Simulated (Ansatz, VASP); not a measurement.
**One calculation of HfH2, two programs**

```xyz
3
Lattice="-1.7321 1.7321 2.1188 1.7321 -1.7321 2.1188 1.7321 1.7321 -2.1188" Properties=species:S:1:pos:R:3 pbc="T T T"
Hf    0.0000    0.0000    0.0000
H     0.0000    1.7321    1.0594
H     1.7321    0.0000    1.0594
```

Alike in both runs: functional PBEsol; k mesh 16 × 16 × 16; occupations gaussian, width 0.1 eV; no spin polarisation.

Ansatz relaxed the structure, and its values are those at the end. VASP's run is a single point on that final structure, the one shown.

|  | VASP | Ansatz |
| --- | --- | --- |
| version | VASP 6.6.1 | Ansatz 0.2.0 |
| potentials or method | VASP PAW PBE potentials, release 64 (Hf_pv, H) | scalar-relativistic, plane waves, PAW |
| plane-wave cutoff (eV) | 520 | 420 |
| valence electrons in the cell | 12 | 28 |

|  | VASP | Ansatz | Ansatz less VASP |
| --- | --- | --- | --- |
| gap on the k mesh at the Fermi level (eV) | none | none | - |
| pressure (GPa) | -0.6 | 0.0 | +0.62 |

A gap of «none» marks a metal or a gap that the smearing closes. The two sets of potentials don't hold the same shells in valence.

Caveats: the PAW data sets were made with another functional, which shifts forces and pressure a little (VASP). Spin-orbit coupling is left out, which matters for the levels of Hf.
